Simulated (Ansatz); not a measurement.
## SnTe (rocksalt structure)

**The experiment.** The Crystallography Open Database holds a cell as deposited of cubic SnTe (space group Fm-3m), temperature not stated (1986): a = 6.320 Å, 31.55 Å³/atom.

Method: PBE, scalar-relativistic; no spin polarisation; PAW, 420 eV, 10×10×10 k-mesh, Gaussian smearing of 0.05 eV; code Ansatz. The datasets are Ansatz's generated set soft_2.

```
Sn Te
1.0
     0.00000    3.20514    3.20514
     3.20514    0.00000    3.20514
     3.20514    3.20514    0.00000
Sn Te
1 1
Direct
  0.50000 0.50000 0.50000
  0.00000 0.00000 0.00000
```

The start was a prototype's sites filled with these elements; the Crystallography Open Database holds the compound in this structure.

The cell above was scaled in volume, its shape and atoms being fixed by the lattice's symmetry. Energies are counted from the cell above.

```tsv
V (Å³/atom)	ΔE (meV/atom)	P from the stress (GPa)
31.115	13.68	2.56
31.609	7.03	1.78
32.268	1.70	0.84
32.926	0.00	0.00
33.585	1.58	-0.77
34.243	6.15	-1.45
35.231	17.97	-2.36
36.219	34.96	-3.13
```

**Question.** Do the energies and the pressures agree? Compare −ΔE/ΔV between neighbouring points (1 meV/Å³ = 0.1602 GPa) with the mean of their pressures.

**Answer.** 
| interval (Å³/atom) | −ΔE/ΔV (GPa) | mean P (GPa) |
| --- | --- | --- |
| 31.12 to 31.61 | 2.2 | 2.2 |
| 31.61 to 32.27 | 1.3 | 1.3 |
| 32.27 to 32.93 | 0.4 | 0.4 |
| 32.93 to 33.58 | -0.4 | -0.4 |
| 33.58 to 34.24 | -1.1 | -1.1 |
| 34.24 to 35.23 | -1.9 | -1.9 |
| 35.23 to 36.22 | -2.8 | -2.7 |
They differ by 0.01 GPa at most.

**Question.** What do the two routes give for V0, B0 and B0′?

**Answer.** A third-order Birch–Murnaghan fit of the energies: V0 = 32.93 Å³/atom, B0 = 40 GPa, B0′ = 4.1. A polynomial of P in ln V, with B = −dP/d ln V at P = 0: V0 = 32.92 Å³/atom, B0 = 40 GPa, B0′ = 4.3.

Gaps on the mesh from the smallest volume to the largest (eV): 0.11, 0.06, metal, 0.05, 0.11, 0.16, 0.23, 0.29.

B0·V0 = 40.0 GPa × 32.93 Å³ = 8.22 eV/atom sets the scale: near the minimum ΔE ≈ ½ B0 V0 x², with x = V/V0 − 1, and a pressure of 0.4 GPa squeezes the volume by about 1 %. At the ends of the curve: x = −5.5 % predicts 12.4 meV/atom and the run gives 13.7; x = +10.0 % predicts 41.1 meV/atom and the run gives 35.0. The curve is steeper than the parabola on the compressed side and flatter on the expanded side: the bulk modulus rises with pressure.

**Against experiment.** PBE gives 6.410 Å and 32.93 Å³/atom, +4.3 % in volume (+1.4 % in length) from the database's cell. PBE usually overestimates volumes by a few per cent. The static lattice also lacks zero-point motion and thermal expansion, roughly 0.9 to 2.4 % in volume at 300 K (room temperature assumed) by Grüneisen's rule, γ·3k_BT/(B0·V0) with γ of 1 to 2.5, so its own overestimate is larger than the figure.

These numbers lack spin–orbit coupling. A displaced or strained copy of the relaxed cell lay 0.6 meV/atom lower, so the structure isn't a true minimum at this level. Spin–orbit coupling shifts the heavy anion's p levels by more than this gap and may close it.
